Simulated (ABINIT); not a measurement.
# Sb (Im-3m) in ABINIT: notebook

The runs below take Sb through relaxation of cell and atoms, single point, with LDA.

Everything below comes from runs of ABINIT 10.8.3 (patched build). Logs are shortened: lines on timing, memory, paths and dates and some standing lists are left out, and cuts for length are marked. The log counts tension as positive stress, the text compression.

### 1 Starting point

The structure is cubic, space group Im-3m (No. 229). Conventional cell: a = 3.743 Å, b = 3.743 Å, c = 3.743 Å, α = 90.00°, β = 90.00°, γ = 90.00°. Sb (site symmetry m-3m) is surrounded by 8 Sb at 3.24 Å.

This isn't the form of Sb at room conditions, which is rhombohedral.

### 2 Relaxation of cell and atoms, LDA

File run.abi:

```
pp_dirpath "./"
pseudos "Sb.upf"

acell 3.2412574934 3.2412574934 3.2412574934 Angstrom
rprim
    -0.5773502692     0.5773502692     0.5773502692
     0.5773502692    -0.5773502692     0.5773502692
     0.5773502692     0.5773502692    -0.5773502692
ntypat 1
znucl 51
natom 1
typat 1
chkprim 0
chksymtnons 0
tolsym 1.0e-6
xred
            0.0            0.0            0.0

ecut 42.0
ecutsm 0.5

kptopt 1
ngkpt 8 8 8
nshiftk 1
shiftk 0.0 0.0 0.0

ixc 7

nband 12
occopt 3
tsmear 0.00183747

nstep 80
tolvrs 1.0e-12

iomode 3
prteig 0
prtebands 0
prtwf 0
prtden 0

ionmov 2
optcell 2
ntime 50
tolmxf 2.0e-5
dilatmx 1.08
```

Potentials or basis: PseudoDojo NC SR LDA v0.4.1 standard.

Command:

```console
$ mpirun --bind-to none -np 4 abinit run.abi > log 2>&1
```

run.abo:

```text
.Version 10.8.3 of ABINIT
 Symmetries : space group Im -3 m (#229); Bravais cI (body-center cubic)
================================================================================
 Values of the parameters that define the memory need of the present run
     intxc =       0    ionmov =       2      iscf =       7    lmnmax =       6
     lnmax =       6     mgfft =      40  mpssoang =       3    mqgrid =    3001
     natom =       1  nloc_mem =       1    nspden =       1   nspinor =       1
    nsppol =       1      nsym =      48    n1xccc =    2501    ntypat =       1
    occopt =       3   xclevel =       1
       mpw =        2916          nfft =       64000          nkpt =          29
================================================================================
================================================================================

--------------------------------------------------------------------------------
------------- Echo of variables that govern the present computation ------------
--------------------------------------------------------------------------------
 -outvars: echo values of preprocessed input variables --------
            acell      6.1250889661E+00  6.1250889661E+00  6.1250889661E+00 Bohr
              amu      1.21753000E+02
          chkprim           0
      chksymtnons           0
          dilatmx      1.08000000E+00
             ecut      4.20000000E+01 Hartree
           ecutsm      5.00000000E-01 Hartree
           ionmov           2
              ixc           7
         kptrlatt        8    0    0      0    8    0      0    0    8
          kptrlen      4.90007117E+01
            natom           1
            nband          12
            ngfft          40      40      40
             nkpt          29
            nstep          80
             nsym          48
            ntime          50
           ntypat           1
           occopt           3
          optcell           2
           prtden           0
        prtebands           0
           prteig           0
            prtwf           0
            rprim     -5.7735026920E-01  5.7735026920E-01  5.7735026920E-01
                       5.7735026920E-01 -5.7735026920E-01  5.7735026920E-01
                       5.7735026920E-01  5.7735026920E-01 -5.7735026920E-01
          spgroup         229
           tolmxf      2.00000000E-05
           tolsym      1.00000000E-06
           tolvrs      1.00000000E-12
           tsmear      1.83747000E-03 Hartree
            typat      1
            znucl       51.00000

================================================================================

 chkinp: Checking input parameters for consistency.

================================================================================
== DATASET  1 ==================================================================

--- !DatasetInfo
iteration_state: {dtset: 1, }
dimensions: {natom: 1, nkpt: 29, mband: 12, nsppol: 1, nspinor: 1, nspden: 1, mpw: 2916, }
cutoff_energies: {ecut:  42.0, pawecutdg:  -1.0, }
electrons: {nelect:   1.50000000E+01, charge:   0.00000000E+00, occopt:   3.00000000E+00, tsmear:   1.83747000E-03, }
meta: {optdriver: 0, ionmov: 2, optcell: 2, iscf: 7, paral_kgb: 0, }
...

 Exchange-correlation functional for the present dataset will be:
  LDA: Perdew-Wang 92 LSD fit to Ceperley-Alder data - ixc=7
  J.P.Perdew and Y.Wang, PRB 45, 13244 (1992)

 Real(R)+Recip(G) space primitive vectors, cartesian coordinates (Bohr,Bohr^-1):
 R(1)= -3.5363218  3.5363218  3.5363218  G(1)=  0.0000000  0.1413898  0.1413898
 R(2)=  3.5363218 -3.5363218  3.5363218  G(2)=  0.1413898  0.0000000  0.1413898
 R(3)=  3.5363218  3.5363218 -3.5363218  G(3)=  0.1413898  0.1413898  0.0000000
 Unit cell volume ucvol=  1.7689490E+02 bohr^3
 Angles (23,13,12)=  1.09471221E+02  1.09471221E+02  1.09471221E+02 degrees

 getcut: wavevector=  0.0000  0.0000  0.0000  ngfft=  40  40  40
         ecut(hartree)=     48.989   => boxcut(ratio)=   2.07398

--- Pseudopotential description ------------------------------------------------
- pspini: atom type   1  psp file is ./Sb.upf
  51.00000  15.00000  180309                  znucl, zion, pspdat
12 -1012 2 -1 1416                            pspcod,pspxc,lmax,lloc,mmax
     nproj     2     2     2

   3.98406316E+02                                ecore*ucvol(ha*bohr**3)
--------------------------------------------------------------------------------

================================================================================

=== [ionmov= 2] Broyden-Fletcher-Goldfarb-Shanno method (forces)
================================================================================

--- Iteration: ( 1/50) Internal Cycle: (1/1)
--------------------------------------------------------------------------------

---SELF-CONSISTENT-FIELD CONVERGENCE--------------------------------------------

--- !BeginCycle
iteration_state: {dtset: 1, itime: 1, icycle: 1, }
solver: {iscf: 7, nstep: 80, nline: 4, wfoptalg: 0, }
tolerances: {tolvrs: 1.00E-12, }
...

     iter   Etot(hartree)      deltaE(h)  residm     vres2
 ETOT  1  -90.693998051527    -9.069E+01 3.416E-01 9.459E-01
 ETOT  2  -90.730883595411    -3.689E-02 1.037E-02 1.097E+00
 ETOT  3  -90.731003157680    -1.196E-04 3.018E-03 2.407E-01
 ETOT  4  -90.731032747414    -2.959E-05 8.509E-04 2.682E-03
 ETOT  5  -90.731033189881    -4.425E-07 3.718E-04 9.533E-06
 ETOT  6  -90.731033191701    -1.820E-09 6.262E-04 9.905E-08
 ETOT  7  -90.731033191728    -2.731E-11 2.483E-04 5.996E-09
 ETOT  8  -90.731033191728     4.832E-13 3.351E-04 6.050E-11
 ETOT  9  -90.731033191731    -3.112E-12 2.320E-04 5.417E-12
 ETOT 10  -90.731033191731     1.279E-13 2.066E-04 4.134E-14

 At SCF step   10       vres2   =  4.13E-14 < tolvrs=  1.00E-12 =>converged.

 Cartesian components of stress tensor (hartree/bohr^3)
  sigma(1 1)=  7.02710063E-05  sigma(3 2)=  0.00000000E+00
  sigma(2 2)=  7.02710063E-05  sigma(3 1)=  0.00000000E+00
  sigma(3 3)=  7.02710063E-05  sigma(2 1)=  0.00000000E+00
[... 387 lines left out ...]
 Cartesian coordinates (xcart) [bohr]
  0.00000000000000E+00  0.00000000000000E+00  0.00000000000000E+00
 Reduced coordinates (xred)
  0.00000000000000E+00  0.00000000000000E+00  0.00000000000000E+00
 Cartesian forces (fcart) [Ha/bohr]; max,rms= 0.00000E+00 0.00000E+00 (free atoms)
 -0.00000000000000E+00 -0.00000000000000E+00 -0.00000000000000E+00
 Gradient of E wrt nuclear positions in reduced coordinates (gred)
 -0.00000000000000E+00 -0.00000000000000E+00 -0.00000000000000E+00
 Scale of Primitive Cell (acell) [bohr]
  6.05984895382132E+00  6.05984895382132E+00  6.05984895382132E+00
 Real space primitive translations (rprimd) [bohr]
 -3.49865542473721E+00  3.49865542473721E+00  3.49865542473721E+00
  3.49865542473721E+00 -3.49865542473721E+00  3.49865542473721E+00
  3.49865542473721E+00  3.49865542473721E+00 -3.49865542473721E+00
 Unitary Cell Volume (ucvol) [Bohr^3]=  1.71302423357718E+02
 Angles (23,13,12)= [degrees]
  1.09471220634491E+02  1.09471220634491E+02  1.09471220634491E+02
 Lengths [Bohr]
  6.05984895382132E+00  6.05984895382132E+00  6.05984895382132E+00
 Stress tensor in cartesian coordinates (strten) [Ha/bohr^3]
  1.79333904323786E-09  0.00000000000000E+00  0.00000000000000E+00
  0.00000000000000E+00  1.79333903456425E-09  0.00000000000000E+00
  0.00000000000000E+00  0.00000000000000E+00  1.79333903976842E-09
 Total energy (etotal) [Ha]= -9.07312381365309E+01

 Difference of energy with previous step (new-old):
           Absolute (Ha)=-4.51496E-09
           Relative     =-4.97619E-11

 At Broyd/MD step   5, gradients are converged :
  max grad (force/stress) = 1.7933E-07 < tolmxf= 2.0000E-05 ha/bohr (free atoms)

================================================================================

 ----iterations are completed or convergence reached----

 Mean square residual over all n,k,spin=   18.655E-09; max=  64.916E-07
 reduced coordinates (array xred) for    1 atoms
       0.000000000000      0.000000000000      0.000000000000
 rms dE/dt=  0.0000E+00; max dE/dt=  0.0000E+00; dE/dt below (all hartree)
    1       0.000000000000      0.000000000000      0.000000000000

 cartesian coordinates (angstrom) at end:
    1      0.00000000000000     0.00000000000000     0.00000000000000

 cartesian forces (hartree/bohr) at end:
    1     -0.00000000000000    -0.00000000000000    -0.00000000000000
 frms,max,avg= 0.0000000E+00 0.0000000E+00   0.000E+00  0.000E+00  0.000E+00 h/b

 cartesian forces (eV/Angstrom) at end:
    1     -0.00000000000000    -0.00000000000000    -0.00000000000000
 frms,max,avg= 0.0000000E+00 0.0000000E+00   0.000E+00  0.000E+00  0.000E+00 e/A
 length scales=  6.059848953821  6.059848953821  6.059848953821 bohr
              =  3.206733965701  3.206733965701  3.206733965701 angstroms
 Fermi (or HOMO) energy (hartree) =   0.31120   Average Vxc (hartree)=  -0.42084
 Eigenvalues (hartree) for nkpt=  29  k points:
 kpt#   1, nband= 12, wtk=  0.00195, kpt=  0.0000  0.0000  0.0000 (reduced coord)
  -0.75711   -0.75711   -0.75711   -0.75391   -0.75391   -0.17637    0.52862    0.52862
   0.52862    0.74355    0.74355    0.74355
      occupation numbers for kpt#   1
   2.00000    2.00000    2.00000    2.00000    2.00000    2.00000    0.00000    0.00000
   0.00000    0.00000    0.00000    0.00000
 prteigrs : prtvol=0 or 1, do not print more k-points.

--- !EnergyTerms
iteration_state     : {dtset: 1, itime: 5, icycle: 1, }
comment             : Components of total free energy in Hartree
kinetic             :  5.31143373825728E+01
hartree             :  1.90308775021967E+01
xc                  : -2.24146810150535E+01
Ewald energy        : -5.85101579559645E+01
psp_core            :  2.32574827699479E+00
local_psp           : -6.49056413184742E+01
non_local_psp       : -1.93715440673168E+01
internal            : -9.07310611950447E+01
'-kT*entropy'       : -1.76941486215349E-04
total_energy        : -9.07312381365309E+01
total_energy_eV     : -2.46892276550922E+03
band_energy         : -6.97818260866707E+00
...

 Cartesian components of stress tensor (hartree/bohr^3)
  sigma(1 1)=  1.79333904E-09  sigma(3 2)=  0.00000000E+00
  sigma(2 2)=  1.79333903E-09  sigma(3 1)=  0.00000000E+00
  sigma(3 3)=  1.79333904E-09  sigma(2 1)=  0.00000000E+00

-Cartesian components of stress tensor (GPa)         [Pressure= -5.2762E-05 GPa]
- sigma(1 1)=  5.27618562E-05  sigma(3 2)=  0.00000000E+00
- sigma(2 2)=  5.27618560E-05  sigma(3 1)=  0.00000000E+00
- sigma(3 3)=  5.27618561E-05  sigma(2 1)=  0.00000000E+00

== END DATASET(S) ==============================================================
================================================================================

 -outvars: echo values of variables after computation  --------
            acell      6.0598489538E+00  6.0598489538E+00  6.0598489538E+00 Bohr
           etotal     -9.0731238137E+01
            fcart     -0.0000000000E+00 -0.0000000000E+00 -0.0000000000E+00
            rprim     -5.7735026919E-01  5.7735026919E-01  5.7735026919E-01
                       5.7735026919E-01 -5.7735026919E-01  5.7735026919E-01
                       5.7735026919E-01  5.7735026919E-01 -5.7735026919E-01
           strten      1.7933390432E-09  1.7933390346E-09  1.7933390398E-09
                       0.0000000000E+00  0.0000000000E+00  0.0000000000E+00
 Calculation completed.
```

Wall time 31 s (4 MPI ranks of Arm Neoverse V1, shared host); peak memory 0.28 GiB.

What came out:

* Free energy: -2468.9228 eV
* Relaxed volume: 25.38 Å³/atom
* Relaxed cell: a = 3.207 Å, b = 3.207 Å, c = 3.207 Å, α = 109.47°, β = 109.47°, γ = 109.47°
* Space group after relaxing (to 0.05 Å): Im-3m (No. 229)
* Energy gained by relaxing: 5.6 meV/atom
* Ionic steps: 5
* Pressure after relaxing: 0.0 GPa
* Band gap on the k mesh: none (metal or under the smearing width)

The path:
| step | energy change (eV) | largest force (eV/Å) | pressure (GPa) | volume (Å³) |
| --- | --- | --- | --- | --- |
| 1 | 0.0000 | 0.0000 | -2.07 | 26.21 |
| 2 | -0.0019 | 0.0000 | -1.70 | 26.05 |
| 3 | -0.0055 | 0.0000 | 0.16 | 25.33 |
| 4 | -0.0056 | 0.0000 | -0.01 | 25.39 |
| 5 | -0.0056 | 0.0000 | 0.00 | 25.38 |

Final structure:
```
Sb
1.0
    -1.85141    1.85141    1.85141
     1.85141   -1.85141    1.85141
     1.85141    1.85141   -1.85141
Sb
1
Direct
  0.00000 0.00000 0.00000
```

The run has no spin-orbit coupling, so splittings on Sb are missing.

### 3 Single point, LDA (cell relaxed)

File run.abi:

```
# Pseudopotentials
pp_dirpath "./"
pseudos "Sb.upf"

# Structure
acell 3.2067339686 3.2067339686 3.2067339686 Angstrom
rprim
    -0.5773502692     0.5773502692     0.5773502692
     0.5773502692    -0.5773502692     0.5773502692
     0.5773502692     0.5773502692    -0.5773502692
ntypat 1
znucl 51
natom 1
typat 1
xred
     0.0000000000     0.0000000000     0.0000000000
chkprim 0
chksymtnons 0
tolsym 1.0e-6

# Plane-wave basis
ecut 42.0

# k points
kptopt 1
ngkpt 8 8 8
nshiftk 1
shiftk 0.0 0.0 0.0

# Exchange and correlation
ixc 7

# Bands and occupations
nband 12
occopt 3
tsmear 0.00183747

# SCF cycle
nstep 100
tolvrs 1.0e-10

# Output
iomode 3
prtwf 0
prtden 0
prteig 0
prtebands 0
enunit 2
```

Potentials or basis: PseudoDojo NC SR LDA v0.4.1 standard.

Command:

```console
$ mpirun --bind-to none -np 4 abinit run.abi > log 2>&1
```

Run time: 6 s. Hardware: 4 MPI ranks of Arm Neoverse V1, shared host; peak memory 0.28 GiB.

The run converged. Its results:

- Free energy: -2468.9228 eV
- Pressure: 0.0 GPa
- Band gap on the k mesh: none (metal or under the smearing width)
- Valence electrons inside the program's atomic spheres: Sb 11.22 (radii [1.0584] Å)

Levels at points of the mesh, in eV from the Fermi level:
| k point | band 4 | band 5 | band 6 | band 7 | band 8 | band 9 | band 10 | band 11 | band 12 |
| --- | --- | --- | --- | --- | --- | --- | --- | --- | --- |
| (0.00, 0.00, 0.00) | -28.98 | -28.98 | -13.27 | 5.92 | 5.92 | 5.92 | 11.76 | 11.76 | 11.78 |
| (0.50, 0.00, 0.00) | -28.99 | -28.93 | -8.92 | -5.84 | 1.87 | 4.00 | 6.89 | 7.42 | 14.49 |
| (0.50, 0.50, 0.50) | -28.94 | -28.94 | -5.42 | -2.03 | -2.03 | -2.03 | 3.08 | 3.08 | 18.78 |

The run has no spin-orbit coupling, so splittings on Sb are missing.
